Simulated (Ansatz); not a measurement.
The system is ZnS (Wurtzite-2H).

```
Zn S
1.0
     3.81100    0.00000    0.00000
    -1.90550    3.30042    0.00000
     0.00000    0.00000    6.23400
Zn S
2 2
Direct
  0.66667 0.33333 0.50000
  0.33333 0.66667 0.00000
  0.66667 0.33333 0.88500
  0.33333 0.66667 0.38500
```

* Program: Ansatz 0.2.0
* Task: single point
* Functional: PBE
* Potentials or basis: all-electron LAPW, scalar-relativistic
* Cutoff: 288 eV (chosen from the basis error)
* Basis error allowed: 0.001 eV/atom
* k mesh: 8 × 8 × 5
* Occupations: fermi-dirac, width 0.05 eV
* Spin: no spin polarisation

On this cell: pressure 2.3 GPa; largest force 0.319 eV/Å; band gap on the k mesh 2.25 eV, direct.

The same run follows on a disturbed copy (atoms moved at random, drawn with an rms of 0.05 Å):

```
Zn S
1.0
     3.81100    0.00000    0.00000
    -1.90550    3.30042    0.00000
     0.00000    0.00000    6.23400
Zn S
2 2
Direct
  0.66640 0.33155 0.50024
  0.33257 0.68808 0.00560
  0.68134 0.34264 0.87989
  0.32363 0.66659 0.38994
```

Q: What changes?

A: The energy moves by +7.8 meV/atom; pressure 2.5 GPa; largest force 0.658 eV/Å; band gap on the k mesh 2.19 eV, direct.

Forces in eV/Å, atoms in the order of the input:
```
Zn  -0.251  0.020  0.329
Zn   0.411 -0.195  0.186
S   -0.466  0.152  0.066
S    0.306  0.023 -0.582
```

Stress tensor (GPa, compression positive):
```
 2.70  1.46  0.19
 1.46  3.29 -0.17
 0.19 -0.17  1.40
```

